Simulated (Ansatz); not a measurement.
# Molybdenum, bcc: r²SCAN0 at the r²SCAN geometry

How do the levels change when part of the exchange is made exact, and what does it cost? Spin polarisation is left out. The cell comes from an earlier r²SCAN relaxation. Exact exchange is dear, so the k-mesh is coarse, and r²SCAN is run on the same mesh for comparison.

Method: DFT, plane waves (500 eV) with PBE-made PAW files, scalar-relativistic; functionals as named at each step, in Ansatz 0.2.0.

### 1 The starting structure

The structure is cubic, space group Im-3m (No. 229). Conventional cell: a = 3.153 Å, b = 3.153 Å, c = 3.153 Å, α = 90.00°, β = 90.00°, γ = 90.00°. Around Mo (site symmetry m-3m) lie 8 Mo at 2.73 Å.

Coordinates:

```
CELL_PARAMETERS angstrom
-1.57642 1.57642 1.57642
1.57642 -1.57642 1.57642
1.57642 1.57642 -1.57642
ATOMIC_POSITIONS crystal
Mo 0.00000 0.00000 0.00000
```

### 2 r²SCAN, coarse mesh

The run with r²SCAN.

Contents of input.yaml:

```yaml
crystal:
  lattice:
    - [-1.5764210564, 1.5764210564, 1.5764210564]
    - [1.5764210564, -1.5764210564, 1.5764210564]
    - [1.5764210564, 1.5764210564, -1.5764210564]
  atoms:
    - { symbol: Mo, position: [0.0, 0.0, 0.0] }
hamiltonian:
  xc: r2scan
  pseudopotentials:
    kind: paw
    azcp:
      Mo: "pseudopotentials/Mo.paw.azcp"
basis:
  ecutwfc: 500
  fft_grid_basis: typed
kpoints:
  mp_grid: { grid: [7, 7, 7], shift: [0, 0, 0] }
magnetization:
  spin_polarized: false
scf:
  occupations: { method: fermi_dirac, width: 0.1 }
```

Log:

```text
Warning: RAYON_NUM_THREADS=4 ignored (pool sized by the plan → 4); use --threads N
Engine: ansatz 0.2.0, x86_64-unknown-linux-gnu
Pseudopotentials: kind: paw
Pseudopotential: Mo, paw, valence charge 14, recommended cutoff 500 eV (meta_gga), <dir>
Functional definition: r2SCAN
  parameter k0 = 0.174
  parameter k1 = 0.065
  parameter a1 = 4.9479
  exchange = r2scan_x(k0 = k0, k1 = k1, a1 = a1)
  correlation = r2scan_c
Crystal: 1 atoms, lattice volume = 15.670 Å³
Basis set: ecut = 500 eV, 381 PW (Γ), exchange–correlation on 80×80×80 points (64 copies of the dense FFT grid, shifted against one another)
Bands: 11, of which v1, the nominal top of the filled ones, is band 7 counted from 1 (6 counted from 0)
Symmetry: 48 space group operations
Space group: Im-3m (ITA 229), of the structure as read, at distance tolerance 2.5e-5 Å
k-points: 20 of 343
Non-local potential: Mo, projectors of the file, l = 0: 3, l = 1: 2, l = 2: 2, l = 3: 1
PAW form: soft (Blöchl's): semilocal exchange-correlation on the pseudo side does not see the compensation charge
PAW frozen core: Mo, regenerated for the run's functional (the file was generated under x = pbe(κ = 0.804, μ = 0.2195149727645171), c = pbe(β = 0.06672455060314922))
PAW one-centre angular grid: Mo, 590 points (default); XC on 160 Gauss nodes
Initial density: superposition of atomic densities (neutral atoms: chi_scale 0, normalization atom), corrected by the library's trained network
Initial wavefunctions: pseudopotential atomic-orbital guess
Functional: x = r2scan, c = r2scan; τ floored in thin density (d = 2e-4 eV/Å³)
SCF iter   1: F=—  HF=-4967.575029 eV  |F-HF|=—  |Δ(HF+E_count)|=         —  Δρ=9.18e-3  dr2=1.00e-2  dr2_τ=1.96e-2  ethr=1.77e-3  ⟨swp⟩=5.0  Hψ=1336  notcnv=0
preconditioner: auto → none  [metal: Δε(μ)=0.151 eV  Ē_g=8.747 eV  σ=0.100 eV  W_gap=0.33  n_scr=0 (ndim 8)  ℏωp=23.0 eV  f_vac=0.000  D(μ)=1.05/eV (n_scr^D=12)]
SCF iter   2: F=—  HF=-4967.574765 eV  |F-HF|=—  |Δ(HF+E_count)|=   2.64e-4  Δρ=3.07e-3  dr2=2.94e-4  dr2_τ=3.99e-4  ethr=7.14e-5  ⟨swp⟩=2.5  Hψ=529  notcnv=0
SCF iter   3: F=—  HF=-4967.575004 eV  |F-HF|=—  |Δ(HF+E_count)|=   2.38e-4  Δρ=1.35e-3  dr2=5.61e-5  dr2_τ=1.36e-5  ethr=2.10e-6  ⟨swp⟩=1.1  Hψ=232  notcnv=0
SCF iter   4: F=—  HF=-4967.575068 eV  |F-HF|=—  |Δ(HF+E_count)|=   6.44e-5  Δρ=5.25e-5  dr2=1.72e-7  dr2_τ=3.73e-8  ethr=4.01e-7  ⟨swp⟩=2.8  Hψ=356  notcnv=0
iter 5 did not close the SCF: its close was put off for the readings that it lacked (scf_convergence_deferred on its scf_iter line)
SCF iter   5: F=-4967.575068 eV  HF=-4967.575068 eV  |F-HF|=3.39e-10  |Δ(HF+E_count)|=   3.07e-8  Δρ=6.78e-6  dr2=3.86e-9  dr2_τ=1.12e-9  ethr=1.23e-9  ⟨swp⟩=2.1  Hψ=345  notcnv=0
SCF iter   6: F=-4967.575068 eV  HF=-4967.575068 eV  |F-HF|=3.64e-12  |Δ(HF+E_count)|=   1.18e-9  Δρ=8.94e-7  dr2=5.13e-11  dr2_τ=7.55e-12  ethr=2.76e-11  ⟨swp⟩=1.0  Hψ=639  notcnv=0
SCF 1 converged in 6 iterations: F = -4967.575068 eV  dr2 = 5.13e-11
SCF converged after 6 iterations
Free energy (F): -4967.575068 eV
Harris-Foulkes:  -4967.575068 eV  (|F-HF|=3.64e-12)
Internal energy: -4967.542870 eV  (E = F + TS)
E sigma→0 (E₀):  -4967.558969 eV
Entropy (-TS):   -0.032198 eV (-32.198 meV/atom)
Fermi energy:    20.978513 eV
--- Per-component energies (eV) ---
  E_band       = -68.260730
  E_kinetic    = 439.901064
  E_local      = -783.120033  (includes V_loc(G=0)·N_el)
  E_nonlocal   = 142.192302
  E_hartree    = 258.258240
  E_xc         = -178.529276
  E_vxc        = -256.310916  (∫ρ·V_xc dr)
  E_paw        = -3217.157177  (= ΣΔE_a)
  E_vpaw       = -144.426238  (= ΣTr[D̂ρ^β])
  E_aug_tail   = 0.000003  (compensation charges beyond the density's cutoff)
  E_vtau       = 16.986443  (kinetic-family band-sum trace: ∫τ·v_τ [+ j·A + Jᵃ·Aᵃ] dr)
  E_ewald      = -1628.866788
  E_core_change = -0.221204  (= ΣΔE_core)
  E_smearing   = -0.032198  (= −TS)
  E_closure    = -0.000000  (closes the sum)
  Σ components = -4967.575068   (vs F -4967.575068, Δ=0.00e0)
```

Run time: 0.35 s. Hardware: 4 threads of an x86-64 CPU, shared host; peak memory 0.33 GiB.

### 3 r²SCAN0, coarse mesh

The run with r²SCAN0.

Edit input.yaml of step 2 so:

```diff
@@ -8,3 +8,3 @@
 hamiltonian:
-  xc: r2scan
+  xc: r2scan0
   pseudopotentials:
```

Log:

```text
Warning: RAYON_NUM_THREADS=4 ignored (pool sized by the plan → 4); use --threads N
[... 3 set-up lines as earlier in the session ...]
Functional definition: r2SCAN0
  parameter a = 0.25
[... 3 set-up lines as earlier in the session ...]
  exchange = (1 - a)*r2scan_x(k0 = k0, k1 = k1, a1 = a1) + a*exact_x
[... 1 set-up line as earlier in the session ...]
Crystal: 1 atoms, lattice volume = 15.670 Å³
Basis set: ecut = 500 eV, 381 PW (Γ), exchange–correlation on 80×80×80 points (64 copies of the dense FFT grid, shifted against one another)
Bands: 11, of which v1, the nominal top of the filled ones, is band 7 counted from 1 (6 counted from 0)
[... 2 set-up lines as earlier in the session ...]
k-points: 20 of 343
[... 2 set-up lines as earlier in the session ...]
PAW frozen core: Mo, regenerated for the run's functional, and the local potential with it (the file was generated under x = pbe(κ = 0.804, μ = 0.2195149727645171), c = pbe(β = 0.06672455060314922))
[... 3 set-up lines as earlier in the session ...]
Functional: x = r2scan, c = r2scan; τ floored in thin density (d = 2e-4 eV/Å³), warm-up for x = 0.75 r2scan + 0.25 exact, c = r2scan; τ floored in thin density (d = 2e-4 eV/Å³)
SCF iter   1: F=—  HF=-4967.577668 eV  |F-HF|=—  |Δ(HF+E_count)|=         —  Δρ=9.98e-3  dr2=1.22e-2  dr2_τ=1.96e-2  ethr=1.77e-3  ⟨swp⟩=6.4  Hψ=863  notcnv=0
preconditioner: auto → none  [metal: Δε(μ)=0.151 eV  Ē_g=8.753 eV  σ=0.100 eV  W_gap=0.33  n_scr=0 (ndim 8)  ℏωp=23.0 eV  f_vac=0.000  D(μ)=1.05/eV (n_scr^D=12)]
iter 2 solved again at ethr=2.24e-6 eV; its pass at ethr=8.69e-5 eV (dr2=3.13e-4 eV) is discarded
SCF iter   2: F=—  HF=-4967.576551 eV  |F-HF|=—  |Δ(HF+E_count)|=   1.12e-3  Δρ=3.15e-3  dr2=3.11e-4  dr2_τ=4.24e-4  ethr=2.24e-6  ⟨swp⟩=2.0  Hψ=900  notcnv=0
SCF iter   3: F=—  HF=-4967.576788 eV  |F-HF|=—  |Δ(HF+E_count)|=   2.37e-4  Δρ=1.39e-3  dr2=5.78e-5  dr2_τ=1.34e-5  ethr=2.22e-6  ⟨swp⟩=2.0  Hψ=369  notcnv=0
SCF iter   4: F=—  HF=-4967.576849 eV  |F-HF|=—  |Δ(HF+E_count)|=   6.16e-5  Δρ=4.87e-5  dr2=1.33e-7  dr2_τ=3.33e-8  ethr=4.13e-7  ⟨swp⟩=3.0  Hψ=421  notcnv=0
SCF iter   5: F=—  HF=-4967.576850 eV  |F-HF|=—  |Δ(HF+E_count)|=   1.13e-7  Δρ=4.51e-6  dr2=1.67e-9  dr2_τ=8.64e-10  ethr=9.48e-10  ⟨swp⟩=3.1  Hψ=522  notcnv=0
SCF iter   6: F=-4967.576850 eV  HF=-4967.576850 eV  |F-HF|=0.00e0  |Δ(HF+E_count)|=   2.70e-9  Δρ=7.35e-7  dr2=5.84e-11  dr2_τ=8.45e-12  ethr=1.19e-11  ⟨swp⟩=3.0  Hψ=500  notcnv=0
SCF 1 converged in 6 iterations: F = -4967.576850 eV  dr2 = 5.84e-11
Initial density: handed on by an earlier stage of this run
Initial wavefunctions: those handed on with the density
Functional: x = 0.75 r2scan + 0.25 exact, c = r2scan; τ floored in thin density (d = 2e-4 eV/Å³)
Frozen-core exchange: fock
iter 1 solved again at ethr=1.73e-4 eV; its pass at ethr=1.00e-1 eV (dr2=2.42e-2 eV) is discarded
SCF iter   1: F=—  HF=-4966.317520 eV  |F-HF|=—  |Δ(HF+E_count)|=         —  Δρ=1.28e-2  dr2=3.08e-2  dr2_τ=1.92e-3  ethr=1.73e-4  ⟨swp⟩=3.4  Hψ=924  notcnv=0
preconditioner: auto → none  [metal: Δε(μ)=0.204 eV  Ē_g=10.581 eV  σ=0.100 eV  W_gap=0.45  n_scr=0 (ndim 8)  ℏωp=23.0 eV  f_vac=0.000  D(μ)=0.67/eV (n_scr^D=0)]
SCF iter   2: F=—  HF=-4966.307366 eV  |F-HF|=—  |Δ(HF+E_count)|=   1.02e-2  Δρ=3.65e-3  dr2=7.20e-3  dr2_τ=7.34e-4  ethr=1.73e-4  ⟨swp⟩=3.0  Hψ=494  notcnv=0
SCF iter   3: F=—  HF=-4966.307244 eV  |F-HF|=—  |Δ(HF+E_count)|=   1.22e-4  Δρ=1.47e-3  dr2=6.52e-3  dr2_τ=1.15e-5  ethr=5.66e-6  ⟨swp⟩=2.5  Hψ=380  notcnv=0
SCF iter   4: F=—  HF=-4966.307235 eV  |F-HF|=—  |Δ(HF+E_count)|=   8.56e-6  Δρ=5.66e-5  dr2=1.25e-7  dr2_τ=3.97e-7  ethr=6.90e-7  ⟨swp⟩=2.0  Hψ=368  notcnv=0
SCF iter   5: F=-4966.307235 eV  HF=-4966.307235 eV  |F-HF|=4.92e-9  |Δ(HF+E_count)|=   1.11e-7  Δρ=2.27e-5  dr2=2.05e-8  dr2_τ=1.43e-8  ethr=8.96e-10  ⟨swp⟩=3.9  Hψ=671  notcnv=0  defer=4
SCF 2 converged in 5 iterations: F = -4966.307235 eV  dr2 = 2.05e-8
hybrid outer 1: dexx = +1.187e-2 eV, tail = 1.33e-2 eV
Frozen-core exchange: fock
SCF iter   1: F=—  HF=-4966.324893 eV  |F-HF|=—  |Δ(HF+E_count)|=         —  Δρ=3.28e-3  dr2=4.27e-3  dr2_τ=6.37e-5  ethr=4.74e-4  ⟨swp⟩=2.1  Hψ=442  notcnv=0
preconditioner: auto → none  [insulator: Δε(μ)=0.242 eV  Ē_g=10.564 eV  σ=0.100 eV  W_gap=0.51  n_scr=0 (ndim 8)  ℏωp=23.0 eV  f_vac=0.000  D(μ)=0.39/eV (n_scr^D=0)]
iter 2 solved again at ethr=4.41e-7 eV; its pass at ethr=4.83e-6 eV (dr2=6.17e-5 eV) is discarded
SCF iter   2: F=—  HF=-4966.324844 eV  |F-HF|=—  |Δ(HF+E_count)|=   4.91e-5  Δρ=1.18e-3  dr2=3.76e-3  dr2_τ=2.63e-6  ethr=4.41e-7  ⟨swp⟩=2.0  Hψ=769  notcnv=0
SCF iter   3: F=-4966.324847 eV  HF=-4966.324847 eV  |F-HF|=4.61e-9  |Δ(HF+E_count)|=   3.43e-6  Δρ=4.06e-5  dr2=6.19e-8  dr2_τ=2.44e-8  ethr=4.41e-7  ⟨swp⟩=2.0  Hψ=366  notcnv=0
SCF 3 converged in 3 iterations: F = -4966.324847 eV  dr2 = 6.19e-8
hybrid outer 2: dexx = +4.270e-3 eV, tail = 7.40e-3 eV, Δε = 1.46e-1 eV (about 1.54e-1 eV left of the loop's levels)
Frozen-core exchange: fock
SCF iter   1: F=—  HF=-4966.331849 eV  |F-HF|=—  |Δ(HF+E_count)|=         —  Δρ=1.71e-3  dr2=6.11e-4  dr2_τ=1.59e-5  ethr=2.64e-4  ⟨swp⟩=2.1  Hψ=442  notcnv=0
preconditioner: auto → none  [insulator: Δε(μ)=0.410 eV  Ē_g=10.572 eV  σ=0.100 eV  W_gap=0.73  n_scr=0 (ndim 8)  ℏωp=23.0 eV  f_vac=0.000  D(μ)=0.20/eV (n_scr^D=0)]
iter 2 solved again at ethr=4.99e-9 eV; its pass at ethr=9.53e-7 eV (dr2=6.99e-7 eV) is discarded
SCF iter   2: F=—  HF=-4966.331864 eV  |F-HF|=—  |Δ(HF+E_count)|=   1.53e-5  Δρ=1.15e-4  dr2=4.84e-4  dr2_τ=1.27e-7  ethr=4.99e-9  ⟨swp⟩=3.2  Hψ=832  notcnv=0  defer=1
SCF iter   3: F=-4966.333649 eV  HF=-4966.333648 eV  |F-HF|=1.13e-6  |Δ(HF+E_count)|=   1.78e-3  Δρ=6.24e-4  dr2=4.07e-5  dr2_τ=2.26e-6  ethr=4.98e-9  ⟨swp⟩=4.0  Hψ=611  notcnv=0
SCF 4 stopped early in 3 iterations: F = -4966.333649 eV  dr2 = 4.07e-5
hybrid outer 3: dexx = +2.121e-3 eV, tail = 7.62e-3 eV, Δε = 3.76e-1 eV (about 5.40e-2 eV left of the loop's levels)
Frozen-core exchange: fock
SCF iter   1: F=—  HF=-4966.333675 eV  |F-HF|=—  |Δ(HF+E_count)|=         —  Δρ=1.88e-4  dr2=6.70e-6  dr2_τ=1.88e-7  ethr=3.23e-6  ⟨swp⟩=2.5  Hψ=449  notcnv=0
preconditioner: auto → none  [insulator: Δε(μ)=0.425 eV  Ē_g=10.579 eV  σ=0.100 eV  W_gap=0.72  n_scr=0 (ndim 8)  ℏωp=23.0 eV  f_vac=0.000  D(μ)=0.17/eV (n_scr^D=0)]
iter 2 solved again at ethr=1.69e-11 eV; its pass at ethr=1.09e-8 eV (dr2=2.37e-9 eV) is discarded
SCF iter   2: F=—  HF=-4966.333675 eV  |F-HF|=—  |Δ(HF+E_count)|=   8.32e-8  Δρ=8.86e-6  dr2=5.20e-6  dr2_τ=7.73e-10  ethr=1.69e-11  ⟨swp⟩=3.7  Hψ=941  notcnv=0
SCF iter   3: F=—  HF=-4966.333755 eV  |F-HF|=—  |Δ(HF+E_count)|=   8.00e-5  Δρ=7.70e-5  dr2=6.05e-7  dr2_τ=3.26e-8  ethr=1.59e-11  ⟨swp⟩=4.8  Hψ=752  notcnv=0  defer=1
SCF iter   4: F=—  HF=-4966.333755 eV  |F-HF|=—  |Δ(HF+E_count)|=   4.58e-9  Δρ=3.26e-6  dr2=3.32e-7  dr2_τ=1.42e-10  ethr=1.59e-11  ⟨swp⟩=3.1  Hψ=519  notcnv=0
SCF iter   5: F=-4966.333757 eV  HF=-4966.333757 eV  |F-HF|=2.01e-9  |Δ(HF+E_count)|=   1.44e-6  Δρ=3.59e-5  dr2=6.26e-8  dr2_τ=7.13e-9  ethr=5.40e-12  ⟨swp⟩=4.5  Hψ=671  notcnv=0  defer=2
SCF 5 converged in 5 iterations: F = -4966.333757 eV  dr2 = 6.26e-8
hybrid outer 4: dexx = +1.472e-5 eV, tail = 5.22e-5 eV, Δε = 1.91e-2 eV (about 1.72e-3 eV left of the loop's levels)
Frozen-core exchange: fock
SCF iter   1: F=—  HF=-4966.333757 eV  |F-HF|=—  |Δ(HF+E_count)|=         —  Δρ=3.66e-5  dr2=6.01e-8  dr2_τ=6.47e-9  ethr=7.14e-9  ⟨swp⟩=3.0  Hψ=459  notcnv=0
preconditioner: auto → none  [insulator: Δε(μ)=0.421 eV  Ē_g=10.579 eV  σ=0.100 eV  W_gap=0.71  n_scr=0 (ndim 8)  ℏωp=23.0 eV  f_vac=0.000  D(μ)=0.17/eV (n_scr^D=0)]
iter 2 solved again at ethr=1.00e-12 eV; its pass at ethr=4.27e-10 eV (dr2=4.33e-12 eV) is discarded
SCF iter   2: F=-4966.333757 eV  HF=-4966.333757 eV  |F-HF|=0.00e0  |Δ(HF+E_count)|=   1.94e-9  Δρ=3.01e-7  dr2=4.08e-10  dr2_τ=3.19e-12  ethr=1.00e-12  ⟨swp⟩=3.0  Hψ=781  notcnv=0
eigensolver tolerance schedule: the retry pair's looser diagonalisation over-reported the residual by 0.78 of it (diagonalisation noise at 0.78 of the residual, at the tolerance the schedule requests for it); recorded, not acted on — ethr = c·dr2/N_el stays at c = 1.0e-1
SCF 6 converged in 2 iterations: F = -4966.333757 eV  dr2 = 4.08e-10
hybrid outer 5: dexx = +1.126e-9 eV, tail = 8.27e-10 eV, Δε = 1.94e-4 eV (about 7.17e-5 eV left of the loop's levels)
hybrid SCF converged: 5 outer / 18 inner (+6 warm-up), last move |dexx| = 1.13e-9 eV, tail = 8.27e-10 eV
Stability not checked: this state was not tested for a lower state beside it, because the functional holds exact exchange (a hybrid, or Hartree-Fock), whose exchange loop this test does not read (fock_operator; see scf.lower_state_search)
Free energy (F): -4966.333757 eV
Frozen-core exchange: fock
Harris-Foulkes:  -4966.333757 eV  (|F-HF|=0.00e0)
Internal energy: -4966.327227 eV  (E = F + TS)
E sigma→0 (E₀):  -4966.330492 eV
Entropy (-TS):   -0.006530 eV (-6.530 meV/atom)
Fermi energy:    20.905862 eV
--- Per-component energies (eV) ---
  E_band       = -98.920427
  E_kinetic    = 438.948549
  E_local      = -777.426902  (includes V_loc(G=0)·N_el)
  E_nonlocal   = 140.262740
  E_hartree    = 255.167240
  E_xc         = -138.407132
  E_vxc        = -195.151148  (∫ρ·V_xc dr)
  E_exx        = -47.413787  (= α·E_x^exact, valence–valence)
  E_paw        = -3208.024025  (= ΣΔE_a)
  E_vpaw       = -132.585789  (= ΣTr[D̂ρ^β])
  E_aug_tail   = 0.000003  (compensation charges beyond the density's cutoff)
  E_vtau       = 11.525233  (kinetic-family band-sum trace: ∫τ·v_τ [+ j·A + Jᵃ·Aᵃ] dr)
  E_ewald      = -1628.866788
  E_core_change = -0.567124  (= ΣΔE_core)
  E_smearing   = -0.006530  (= −TS)
  E_closure    = -0.000000  (closes the sum)
  Σ components = -4966.333757   (vs F -4966.333757, Δ=0.00e0)
--- Band table (eV; the first three rows and the last of 20) ---
  k-point 0: bands = ["-46.3016", "-17.4702", "-17.4702", "-17.4702", "11.7829", "18.7457", "18.7457", "18.7457", "24.0219", "24.0219"]
  k-point 1: bands = ["-46.2431", "-17.8026", "-17.5704", "-17.4681", "12.7643", "18.1963", "18.6717", "19.9193", "23.3311", "24.0009"]
  k-point 2: bands = ["-46.1096", "-18.5177", "-17.7900", "-17.4643", "14.3600", "17.1279", "18.8844", "23.2278", "23.3161", "24.1531"]
  k-point 19: bands = ["-45.7854", "-18.5894", "-18.5277", "-18.5277", "14.5797", "14.7053", "24.6159", "24.6159", "25.4716", "30.0990"]
  guard bands above this table: 1 of the run's 11 bands, where the rule asks 2: the bands that hold charge and the lowest empty level above them stay in the table. The solve was not asked for them (output.publish_guard_bands: true or output.eigenvalues: true publishes all)
```

It took 4.2 s on 4 threads of an x86-64 CPU, shared host; peak memory 0.97 GiB.

### 4 The functionals compared

| functional | gap on the mesh | Fermi energy (eV) | SCF cycles | exchange loops | CPU time |
| --- | --- | --- | --- | --- | --- |
| r²SCAN | none (levels filled in part) | 20.979 | 6 | - | 0.63 s |
| r²SCAN0 | none (levels filled in part) | 20.906 | 24 | 5 | 13 s |

### 5 Summary of results

| quantity | value |
| --- | --- |
| r²SCAN: gap | none (levels filled in part) |
| r²SCAN0: gap | none (levels filled in part) |
| r²SCAN0: SCF cycles, exchange loops | 24, 5 |
| r²SCAN0: CPU time over that of r²SCAN | 20 |

What this shows: Neither r²SCAN nor r²SCAN0 shows a clean gap on this mesh. The hybrid took 20 times as much CPU time as r²SCAN on the same settings. r²SCAN0 needed 5 outer loops of the exchange operator. Absolute energies differ from functional to functional, by eV per atom at times, and say nothing by themselves.
